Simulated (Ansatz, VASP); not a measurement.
Two plane-wave programs on SiO2

File INCAR:

```
PREC = Accurate ; ENCUT = 520
EDIFF = 1E-6 ; ISMEAR = 0
SIGMA = 0.02 ; LREAL = F
LASPH = T ; NELM = 100
ALGO = Normal ; ISIF = 2
LWAVE = F ; LCHARG = F
GGA = PE ; NBANDS = 25
```

The input KPOINTS:

```
regular mesh
0
Gamma
  6 6 6
```

The input POSCAR:

```
SiO2
1.0
    0.0000000000      3.7129376000      3.4993376000
    3.7129376000      0.0000000000      3.4993376000
    3.7129376000      3.7129376000      0.0000000000
Si O
2 4
Direct
    0.5000000000      0.5000000000      0.5000000000
    0.7500000000      0.7500000000      0.7500000000
    0.6493265563      0.6006734437      0.6250000000
    0.1250000000      0.6250000000      0.6006734437
    0.6006734437      0.6493265563      0.1250000000
    0.6250000000      0.1250000000      0.6493265563
```

Input for Ansatz:

```yaml
crystal:
  lattice:
    - [0.0, 3.7129376, 3.4993376]
    - [3.7129376, 0.0, 3.4993376]
    - [3.7129376, 3.7129376, 0.0]
  atoms:
    - { symbol: Si, position: [0.5, 0.5, 0.5] }
    - { symbol: Si, position: [0.75, 0.75, 0.75] }
    - { symbol: O, position: [0.6493265563, 0.6006734437, 0.625] }
    - { symbol: O, position: [0.125, 0.625, 0.6006734437] }
    - { symbol: O, position: [0.6006734437, 0.6493265563, 0.125] }
    - { symbol: O, position: [0.625, 0.125, 0.6493265563] }
basis:
  ecutwfc: 420
kpoints:
  mp_grid: { grid: [6, 6, 6] }
hamiltonian:
  xc: pbe
scf:
  occupations: { method: gaussian, width: 0.02 }
output:
  forces: true
  stress: true
  eigenvalues: true
  populations: true
```

Alike in both runs: task single point; functional PBE; k mesh 6 × 6 × 6; occupations gaussian, width 0.02 eV; no spin polarisation.

```csv
,VASP,Ansatz
version,VASP 6.6.1,Ansatz 0.2.0
potentials or method,"VASP PAW PBE potentials, release 64 (Si, O)","scalar-relativistic, plane waves, PAW"
plane-wave cutoff (eV),520,420
valence electrons in the cell,32,32
```

VASP gave:

```
gap on the k mesh at the Fermi level (eV)       : 5.41
least direct gap on the mesh (eV)               : 5.41
pressure (GPa)                                  : 11.6
largest component of the traceless stress (GPa) : 2.84
rms of the force components (eV/Å)              : 0.473
```

Q: Estimate Ansatz's values.

A: gap on the k mesh at the Fermi level (eV): 5.41; least direct gap on the mesh (eV): 5.41; pressure (GPa): 11.5; largest component of the traceless stress (GPa): 2.83; rms of the force components (eV/Å): 0.466.

Atom by atom the forces differ by 0.007 eV/Å (rms over components). With one functional, cell and mesh, what is left measures potentials, basis and numerics.

Caveats: forces of over 1 eV/Å show positions far from the minimum, so gaps and moduli don't describe the material at rest. A k mesh can miss the band edges.
